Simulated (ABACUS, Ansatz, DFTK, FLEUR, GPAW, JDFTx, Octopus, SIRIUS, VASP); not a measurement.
# C: programs and potentials compared

```
CELL_PARAMETERS angstrom
0.00000 1.78337 1.78337
1.78337 0.00000 1.78337
1.78337 1.78337 0.00000
ATOMIC_POSITIONS crystal
C 0.74778 0.75306 0.75416
C 0.48928 0.49860 0.49360
```

This isn't the form of C at room conditions, which is graphite.

Atoms were shifted at random by some hundredths of an Å from the given cell, which wasn't relaxed again for these runs.

Alike in all runs: task single point; functional PBEsol; k mesh 13 × 13 × 13; occupations fermi-dirac, width 0.05 eV; no spin polarisation; no spin-orbit coupling. Pressure is positive in compression and, in plane waves, holds the error of the finite cutoff.

| program and potentials | plane-wave cutoff (eV) | notes | pressure (GPa) | largest force (eV/Å) | energy over the undisturbed cell (meV/atom) |
| --- | --- | --- | --- | --- | --- |
| ABACUS, PseudoDojo NC SR 0.4.1 PBEsol standard, plane waves | 1116 | - | -2.50 | 1.663 | 21.04 |
| Octopus, pseudodojo_pbesol (PseudoDojo 0.4, PBEsol) | - | - | - | 1.661 | 21.17 |
| Ansatz, all-electron LAPW, scalar-relativistic | - | - | -4.00 | 1.653 | - |
| JDFTx, PseudoDojo-SR-PBEsol-0.4.1-standard with smoothed tails | 1116 | - | -2.47 | 1.663 | 21.04 |
| DFTK, PseudoDojo SR PBEsol 0.4.1 standard (PBEsol) | 1116 | - | -2.47 | 1.663 | 21.04 |
| GPAW, PAW data sets generated for this functional | 800 | - | -4.38 | 1.654 | 20.93 |
| FLEUR, all-electron, FLAPW | - | - | - | 1.654 | 20.92 |
| SIRIUS, PseudoDojo 0.4.1 PBEsol standard (scalar relativistic) | 1127 | - | -2.44 | 1.663 | 21.04 |
| VASP, PBE PAW files C, 520 eV | 520 | potentials made for PBE | -2.98 | 1.662 | - |

Force on atom 1 (C), eV/Å:

```
                                        program and potentials       x       y       z
   ABACUS, PseudoDojo NC SR 0.4.1 PBEsol standard, plane waves  -0.898  -1.184  -0.747
           Octopus, pseudodojo_pbesol (PseudoDojo 0.4, PBEsol)  -0.897  -1.183  -0.746
                Ansatz, all-electron LAPW, scalar-relativistic  -0.893  -1.177  -0.742
JDFTx, PseudoDojo-SR-PBEsol-0.4.1-standard with smoothed tails  -0.898  -1.184  -0.747
            DFTK, PseudoDojo SR PBEsol 0.4.1 standard (PBEsol)  -0.898  -1.184  -0.747
             GPAW, PAW data sets generated for this functional  -0.894  -1.177  -0.743
                                    FLEUR, all-electron, FLAPW  -0.893  -1.177  -0.743
SIRIUS, PseudoDojo 0.4.1 PBEsol standard (scalar relativistic)  -0.898  -1.184  -0.747
                                 VASP, PBE PAW files C, 520 eV  -0.898  -1.183  -0.746
```

The pressure spans -4.38 (GPAW, PAW data sets generated for this functional) to -2.44 GPa (SIRIUS, PseudoDojo 0.4.1 PBEsol standard (scalar relativistic)), with all-electron results at -4.00. The pressure on the cell as given of Ansatz, all-electron LAPW, scalar-relativistic; GPAW, PAW data sets generated for this functional lies far from the others; the cause wasn't traced.

The functional is the same throughout but for its coding, so the spread measures potentials, basis and numerics; runs on potential files found faulty are left out.
